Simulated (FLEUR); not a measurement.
# CdS (Greenockite) (P6_3mc) in FLEUR: notebook

Runs on CdS (Greenockite). Level: PBE. Tasks: band structure, equation of state.

Program: FLEUR MaX-R8.1 (later development tree). These are calculated values, not measurements. Logs are shortened: lines on timing, memory, paths and dates and some standing lists are left out, and cuts for length are marked.

**Experimental background.**

From “Isotope dependence of band-gap energy”, 2008, arxiv:0807.2152, for a bulk crystal of CdS: band gap 2.5809 ± 0.0002 eV.

The results are compared with them further down.

## 1. The structure

The structure is hexagonal, space group P6_3mc (No. 186). Conventional cell: a = 4.150 Å, b = 4.150 Å, c = 6.737 Å, α = 90.00°, β = 90.00°, γ = 120.00°. Cd (site symmetry 3m) is surrounded by 4 S at 2.53 to 2.54 Å. S (site symmetry 3m) has 4 Cd at 2.53 to 2.54 Å as nearest neighbours.

## 2. Band structure, PBE

The input, inp.xml:

```xml
<?xml version="1.0" encoding="UTF-8" standalone="no"?>
<fleurInput fleurInputVersion="0.39">
   <comment>
      CdS                                                                                                 
   </comment>
   <calculationSetup>
      <cutoffs Kmax="4.0" Gmax="20.0" GmaxXC="20.0" numbands="0"/>
      <scfLoop itmax="60" minDistance="0.00001" maxIterBroyd="15" imix="Anderson" alpha="0.05" precondParam="0.0" spinf="2.0" sdNocoIR="T"/>
      <coreElectrons ctail="T" frcor="F" kcrel="0" coretail_lmax="0"/>
      <xcFunctional name="pbe" relativisticCorrections="F"/>
      <magnetism jspins="1"/>
      <soc l_soc="F" theta="0.0" phi="0.0" spav="F"/>
      <expertModes spex="0" secvar="F"/>
      <geometryOptimization l_f="F" forcealpha="1.0" forcemix="BFGS" epsdisp="0.00001" epsforce="0.00001"/>
      <ldaU l_linMix="F" mixParam="0.05" spinf="1.0"/>
   </calculationSetup>
   <cell>
      <bzIntegration valenceElectrons="52.0" mode="hist" fermiSmearingEnergy="0.00183747">
         <kPointListSelection listName="default-1"/>
         <!-- k-points included here -->
         <xi:include xmlns:xi="http://www.w3.org/2001/XInclude" href="kpts.xml"> </xi:include>
      </bzIntegration>
      <!-- symmetry operations included here -->
      <xi:include xmlns:xi="http://www.w3.org/2001/XInclude" href="sym.xml"> </xi:include>
[... 33 lines left out ...]
         <lo type="SCLO" l="0" n="3" eDeriv="2"/>
         <lo type="SCLO" l="1" n="3" eDeriv="2"/>
         <lo type="SCLO" l="2" n="3" eDeriv="2"/>
         <lo type="SCLO" l="3" n="4" eDeriv="2"/>
      </species>
   </atomSpecies>
   <atomGroups>
      <atomGroup species="Cadmium (Cd)">
         <relPos label="                   1">-1.000/3.000 1.000/3.000 1.000/2.000</relPos>
         <relPos label="                   2">1.000/3.000 -1.000/3.000 .0000000000</relPos>
         <force calculate="T" relaxXYZ="TTT"/>
      </atomGroup>
      <atomGroup species="Sulfur (S)">
         <relPos label="                   3">-1.000/3.000 1.000/3.000 -1.000/8.000</relPos>
         <relPos label="                   4">1.000/3.000 -1.000/3.000 3.000/8.000</relPos>
         <force calculate="T" relaxXYZ="TTT"/>
      </atomGroup>
   </atomGroups>
   <output dos="F" band="F" slice="F">
      <checks vchk="F" cdinf="F"/>
      <bandDOS minEnergy="-.5*Htr" maxEnergy="0.5*Htr" sigma="0.015" storeEVData="T"/>
      <vacuumDOS vacdos="F" integ="F" star="F" nstars="0" locx1="0.0" locy1="0.0" locx2="0.0" locy2="0.0" nstm="0" tworkf="0.0"/>
      <unfoldingBand unfoldBand="F" supercellX="1" supercellY="1" supercellZ="1"/>
      <plotting iplot="0" polar="F">
         <plot TwoD="T" vec1="  1.0  0.0  0.0" vec2="  0.0  1.0  0.0" vec3="  0.0  0.0  1.0" zero="  0.0  0.0  0.0" file="plot"/>
      </plotting>
      <chargeDensitySlicing numkpt="0" minEigenval="0.0" maxEigenval="0.0" nnne="0" pallst="F"/>
      <specialOutput eonly="F"/>
      <moessbauerParams electricFieldGradient="T" isomerShift="T" coreHyperfine="T" valenceHyperfine="T"/>
      <magneticCircularDichroism mcd="F" energyLo="-10.0" energyUp="0.0"/>
   </output>
  <!-- We include the file relax.xml here to enable relaxations (see documentation) -->
  <xi:include xmlns:xi="http://www.w3.org/2001/XInclude" href="relax.xml"> <xi:fallback/> </xi:include>
</fleurInput>
```

The input, crystal.txt:

```
CdS
&input cartesian=F /
4.1500000000  0.0000000000  0.0000000000
-2.0750000000  3.5940054257  0.0000000000
0.0000000000  0.0000000000  6.7370000000
1.8897261246
1.0 1.0 1.0

4
48 0.6666666667  0.3333333333  0.5000000000
48 0.3333333333  0.6666666667  0.0000000000
16 0.6666666667  0.3333333333  0.8750000000
16 0.3333333333  0.6666666667  0.3750000000

&kpt div1=7 div2=7 div3=4 gamma=T /
```

The input, inp.xml (bands):

```
<?xml version="1.0" encoding="UTF-8" standalone="no"?>
<fleurInput fleurInputVersion="0.39">
   <comment>
      CdS                                                                                                 
   </comment>
   <calculationSetup>
      <cutoffs Kmax="4.0" Gmax="20.0" GmaxXC="20.0" numbands="0"/>
      <scfLoop itmax="60" minDistance="0.00001" maxIterBroyd="15" imix="Anderson" alpha="0.05" precondParam="0.0" spinf="2.0" sdNocoIR="T"/>
      <coreElectrons ctail="T" frcor="F" kcrel="0" coretail_lmax="0"/>
      <xcFunctional name="pbe" relativisticCorrections="F"/>
      <magnetism jspins="1"/>
      <soc l_soc="F" theta="0.0" phi="0.0" spav="F"/>
      <expertModes spex="0" secvar="F"/>
      <geometryOptimization l_f="F" forcealpha="1.0" forcemix="BFGS" epsdisp="0.00001" epsforce="0.00001"/>
      <ldaU l_linMix="F" mixParam="0.05" spinf="1.0"/>
   </calculationSetup>
   <cell>
      <bzIntegration valenceElectrons="52.0" mode="hist" fermiSmearingEnergy="0.00183747">
         <kPointListSelection listName="path-1"/>
         <!-- k-points included here -->
         <xi:include xmlns:xi="http://www.w3.org/2001/XInclude" href="kpts.xml"> </xi:include>
      </bzIntegration>
      <!-- symmetry operations included here -->
      <xi:include xmlns:xi="http://www.w3.org/2001/XInclude" href="sym.xml"> </xi:include>
[... 33 lines left out ...]
         <lo type="SCLO" l="0" n="3" eDeriv="2"/>
         <lo type="SCLO" l="1" n="3" eDeriv="2"/>
         <lo type="SCLO" l="2" n="3" eDeriv="2"/>
         <lo type="SCLO" l="3" n="4" eDeriv="2"/>
      </species>
   </atomSpecies>
   <atomGroups>
      <atomGroup species="Cadmium (Cd)">
         <relPos label="                   1">-1.000/3.000 1.000/3.000 1.000/2.000</relPos>
         <relPos label="                   2">1.000/3.000 -1.000/3.000 .0000000000</relPos>
         <force calculate="T" relaxXYZ="TTT"/>
      </atomGroup>
      <atomGroup species="Sulfur (S)">
         <relPos label="                   3">-1.000/3.000 1.000/3.000 -1.000/8.000</relPos>
         <relPos label="                   4">1.000/3.000 -1.000/3.000 3.000/8.000</relPos>
         <force calculate="T" relaxXYZ="TTT"/>
      </atomGroup>
   </atomGroups>
   <output dos="F" band="T" slice="F">
      <checks vchk="F" cdinf="F"/>
      <bandDOS minEnergy="-.5*Htr" maxEnergy="0.5*Htr" sigma="0.015" storeEVData="T"/>
      <vacuumDOS vacdos="F" integ="F" star="F" nstars="0" locx1="0.0" locy1="0.0" locx2="0.0" locy2="0.0" nstm="0" tworkf="0.0"/>
      <unfoldingBand unfoldBand="F" supercellX="1" supercellY="1" supercellZ="1"/>
      <plotting iplot="0" polar="F">
         <plot TwoD="T" vec1="  1.0  0.0  0.0" vec2="  0.0  1.0  0.0" vec3="  0.0  0.0  1.0" zero="  0.0  0.0  0.0" file="plot"/>
      </plotting>
      <chargeDensitySlicing numkpt="0" minEigenval="0.0" maxEigenval="0.0" nnne="0" pallst="F"/>
      <specialOutput eonly="F"/>
      <moessbauerParams electricFieldGradient="T" isomerShift="T" coreHyperfine="T" valenceHyperfine="T"/>
      <magneticCircularDichroism mcd="F" energyLo="-10.0" energyUp="0.0"/>
   </output>
  <!-- We include the file relax.xml here to enable relaxations (see documentation) -->
  <xi:include xmlns:xi="http://www.w3.org/2001/XInclude" href="relax.xml"> <xi:fallback/> </xi:include>
</fleurInput>
```

Potentials or basis: all-electron, FLAPW.

Run with:

```bash
> inpgen -f crystal.txt -profile fast
> # inp.xml edited to the form shown
> fleur_MPI
> fleur_MPI   # second run, on inp.xml (bands)
```

The log of the run:

```text
Welcome to FLEUR        (www.flapw.de)
      MaX-Release 8.1          (www.max-centre.eu)

 ========== k-point set info ==========
 Selected k-point list: default-1
 k-point list type: mesh
 7 x 7 x 4
 Number of k points: 24

 ------------Calculation Setup---------------------------
 Number of MPI-tasks      :            1
 Number of PE/node        :            1
 Number of OMP-threads    :            1
 Most efficient MPI parallelization for:
           1           2           3           4           6           8          12          24
 Additional eigenvalue parallelization possible
 Number of basis functions:          896
 Approximate size of matrices (H+S) per k-point:         0.024 GB
 --------------------------------------------------------
 Iteration:     1   Distance:       8.02628091 me/bohr^3
 Iteration:     2   Distance:       7.17315219 me/bohr^3
 Iteration:     3   Distance:       3.69713713 me/bohr^3
 Iteration:     4   Distance:       1.76157758 me/bohr^3
 Iteration:     5   Distance:       1.16362182 me/bohr^3
 Iteration:     6   Distance:       0.28759209 me/bohr^3
 Iteration:     7   Distance:       0.25018616 me/bohr^3
 Iteration:     8   Distance:       0.03209437 me/bohr^3
 Iteration:     9   Distance:       0.02353373 me/bohr^3
 Iteration:    10   Distance:       0.00323070 me/bohr^3
 Iteration:    11   Distance:       0.00064608 me/bohr^3
 Iteration:    12   Distance:       0.00057713 me/bohr^3
 Iteration:    13   Distance:       0.00016627 me/bohr^3
 Iteration:    14   Distance:       0.00007563 me/bohr^3
 Iteration:    15   Distance:       0.00002023 me/bohr^3
 Iteration:    16   Distance:       0.00001856 me/bohr^3
 Iteration:    17   Distance:       0.00000919 me/bohr^3

 ********************************************************************
 Run finished successfully
 Stop message:
   all done
 ********************************************************************
```

It took 4.9 min on 1 thread of Arm Neoverse V1, shared host; peak memory 0.15 GiB.

What came out:

* Free energy: -326279.1213 eV
* Band gap on the k mesh: 1.19 eV, direct
* Band gap along the path: 1.19 eV, direct
* Valence electrons inside the program's atomic spheres: Cd 18.51; S 3.55 (radii Cd 2.53, S 1.9 bohr)

Levels at the corners of the path, in eV from the valence-band top:
```csv
point,band 22,band 23,band 24,band 25,band 26,band 27,band 28,band 29,band 30,band 31
Γ,-0.76,-0.76,-0.04,0.00,0.00,1.19,2.79,6.46,6.46,6.79
M,-3.46,-2.61,-1.84,-1.28,-0.72,3.70,3.89,5.11,6.37,6.99
K,-3.63,-3.04,-1.82,-1.82,-1.59,4.66,5.07,5.07,7.14,7.41
Γ,-0.76,-0.76,-0.04,0.00,0.00,1.19,2.79,6.46,6.46,6.79
A,-2.45,-0.39,-0.39,-0.39,-0.39,2.84,2.84,6.18,6.18,6.81
L,-4.07,-1.32,-1.32,-1.31,-1.31,3.48,3.48,5.39,5.39,7.87
H,-3.96,-2.37,-2.37,-1.10,-1.10,4.39,4.39,6.09,6.09,6.46
A,-2.45,-0.39,-0.39,-0.39,-0.39,2.84,2.84,6.18,6.18,6.81
L,-4.07,-1.32,-1.32,-1.31,-1.31,3.48,3.48,5.39,5.39,7.87
M,-3.46,-2.61,-1.84,-1.28,-0.72,3.70,3.89,5.11,6.37,6.99
K,-3.63,-3.04,-1.82,-1.82,-1.59,4.66,5.07,5.07,7.14,7.41
H,-3.96,-2.37,-2.37,-1.10,-1.10,4.39,4.39,6.09,6.09,6.46
```

Core levels (eV from the Fermi level):
```tsv
atom	levels
1 Cd	1s1/2 -26505.3, 2s1/2 -3930.0, 2p1/2 -3658.3, 2p3/2 -3465.8, 3s1/2 -728.8, 3p1/2 -619.9, 3p3/2 -585.5, 3d3/2 -392.8, 3d5/2 -385.9
2 Cd	1s1/2 -26505.3, 2s1/2 -3930.0, 2p1/2 -3658.3, 2p3/2 -3465.8, 3s1/2 -728.8, 3p1/2 -619.9, 3p3/2 -585.5, 3d3/2 -392.8, 3d5/2 -385.9
3 S	1s1/2 -2398.3, 2s1/2 -204.4, 2p1/2 -150.1, 2p3/2 -148.8
4 S	1s1/2 -2398.3, 2s1/2 -204.4, 2p1/2 -150.1, 2p3/2 -148.8
```

## 3. Equation of state, PBE, 23.61 Å³/atom (volume scaled by 0.94)

Changes to inp.xml since step 2:

```diff
@@ -24,3 +24,3 @@
       <xi:include xmlns:xi="http://www.w3.org/2001/XInclude" href="sym.xml"> </xi:include>
-      <bulkLattice scale="1.0">
+      <bulkLattice scale="0.9795861087">
          <bravaisMatrix>
@@ -34,3 +34,3 @@
       <species name="Cadmium (Cd)" element="Cd" atomicNumber="48">
-         <mtSphere radius="2.53" gridPoints="837" logIncrement="0.015"/>
+         <mtSphere radius="2.45" gridPoints="837" logIncrement="0.015"/>
          <atomicCutoffs lmax="7" lnonsphr="5"/>
@@ -48,3 +48,3 @@
       <species name="Sulfur (S)" element="S" atomicNumber="16">
-         <mtSphere radius="1.9" gridPoints="629" logIncrement="0.018"/>
+         <mtSphere radius="1.84" gridPoints="629" logIncrement="0.018"/>
          <atomicCutoffs lmax="5" lnonsphr="3"/>
```

Potentials or basis: all-electron, FLAPW.

Run with:

```bash
> inpgen -f crystal.txt -profile fast
> # inp.xml edited to the form shown
> fleur_MPI
```

It took 3.9 min on 1 thread of Arm Neoverse V1, shared host; peak memory 0.15 GiB.

Results (log left out):

```yaml
Free_energy: -326278.9507 eV
Band_gap_on_the_k_mesh: 1.34 eV, direct
Valence_electrons_inside_the_program's_atomic_spheres: Cd 18.39; S 3.37 (radii Cd 2.45, S 1.84 bohr)
```

Caveat: the plane-wave cutoff is short for the semicore states, which can make moduli rough.

## 4. Equation of state, PBE, 24.12 Å³/atom (volume scaled by 0.96)

Changes to inp.xml since step 3:

```diff
@@ -24,3 +24,3 @@
       <xi:include xmlns:xi="http://www.w3.org/2001/XInclude" href="sym.xml"> </xi:include>
-      <bulkLattice scale="0.9795861087">
+      <bulkLattice scale="0.9864848297">
          <bravaisMatrix>
```

Run with:

```bash
> inpgen -f crystal.txt -profile fast
> # inp.xml edited to the form shown
> fleur_MPI
```

Run time: 4.1 min. Hardware: 1 thread of Arm Neoverse V1, shared host; peak memory 0.15 GiB.

Results (log left out):

| Quantity | Value |
| --- | --- |
| Free energy | -326279.0262 eV |
| Band gap on the k mesh | 1.29 eV, direct |
| Valence electrons inside the program's atomic spheres | Cd 18.37; S 3.36 (radii Cd 2.45, S 1.84 bohr) |

Caveat: the plane-wave cutoff is short for the semicore states, which can make moduli rough.

## 5. Equation of state, PBE, 25.12 Å³/atom

Changes to inp.xml since step 4:

```diff
@@ -24,3 +24,3 @@
       <xi:include xmlns:xi="http://www.w3.org/2001/XInclude" href="sym.xml"> </xi:include>
-      <bulkLattice scale="0.9864848297">
+      <bulkLattice scale="1.0000000000">
          <bravaisMatrix>
```

Run with:

```bash
> inpgen -f crystal.txt -profile fast
> # inp.xml edited to the form shown
> fleur_MPI
```

Wall time 4.3 min (1 thread of Arm Neoverse V1, shared host); peak memory 0.15 GiB.

It converged, with:

| Property | Result |
| --- | --- |
| Free energy | -326279.1191 eV |
| Band gap on the k mesh | 1.19 eV, direct |
| Valence electrons inside the program's atomic spheres | Cd 18.33; S 3.34 (radii Cd 2.45, S 1.84 bohr) |

Caveat: the plane-wave cutoff is short for the semicore states, which can make moduli rough.

## 6. Equation of state, PBE, 26.13 Å³/atom (volume scaled by 1.04)

Changes to inp.xml since step 5:

```diff
@@ -24,3 +24,3 @@
       <xi:include xmlns:xi="http://www.w3.org/2001/XInclude" href="sym.xml"> </xi:include>
-      <bulkLattice scale="1.0000000000">
+      <bulkLattice scale="1.0131594038">
          <bravaisMatrix>
```

Potentials or basis: all-electron, FLAPW.

Run with:

```bash
> inpgen -f crystal.txt -profile fast
> # inp.xml edited to the form shown
> fleur_MPI
```

Run time: 4.6 min. Hardware: 1 thread of Arm Neoverse V1, shared host; peak memory 0.16 GiB.

The run converged. Its results:

| Quantity | Value |
| --- | --- |
| Free energy | -326279.1475 eV |
| Band gap on the k mesh | 1.10 eV, direct |
| Valence electrons inside the program's atomic spheres | Cd 18.30; S 3.32 (radii Cd 2.45, S 1.84 bohr) |

Caveat: the plane-wave cutoff is short for the semicore states, which can make moduli rough.

## 7. Equation of state, PBE, 26.63 Å³/atom (volume scaled by 1.06)

Changes to inp.xml since step 6:

```diff
@@ -24,3 +24,3 @@
       <xi:include xmlns:xi="http://www.w3.org/2001/XInclude" href="sym.xml"> </xi:include>
-      <bulkLattice scale="1.0131594038">
+      <bulkLattice scale="1.0196128224">
          <bravaisMatrix>
```

Run with:

```bash
> inpgen -f crystal.txt -profile fast
> # inp.xml edited to the form shown
> fleur_MPI
```

Wall time 4.8 min (1 thread of Arm Neoverse V1, shared host); peak memory 0.16 GiB.

Results (log left out):

```yaml
Free_energy: -326279.1415 eV
Band_gap_on_the_k_mesh: 1.06 eV, direct
Valence_electrons_inside_the_program's_atomic_spheres: Cd 18.28; S 3.32 (radii Cd 2.45, S 1.84 bohr)
```

Caveat: the plane-wave cutoff is short for the semicore states, which can make moduli rough.

## 8. Equation of state, PBE

No new run: the results of the series are fitted here.

Results:

- Equilibrium volume: 26.14 Å³/atom
- Bulk modulus at fixed shape and positions: 54 GPa

Energy against volume, from the lowest point:
```
volume (Å³/atom)  energy (meV/atom)
          23.614              49.21
          24.116              30.33
          25.121               7.12
          26.126               0.00
          26.628               1.51
```

Caveat: small basis for a fit; the plane-wave cutoff is short for the semicore states, which can make moduli rough; the cell was scaled at fixed shape and fractional positions, which overstates the stiffness of a crystal with free parameters, most of all of layers and chains.

## 9. Against experiment

Step 2. A measured gap of CdS is 2.5809 eV (quoted in “Isotope dependence of band-gap energy”, 2008, arxiv:0807.2152); the calculated 1.19 eV misses it by -1.39 eV. So large a miss can be the level of theory's own, or it may mean another phase, state or a wrong row. Spin-orbit coupling on Cd is left out. The value is that of PBE, without temperature or zero-point motion. Semilocal functionals fall short of measured gaps as a rule.
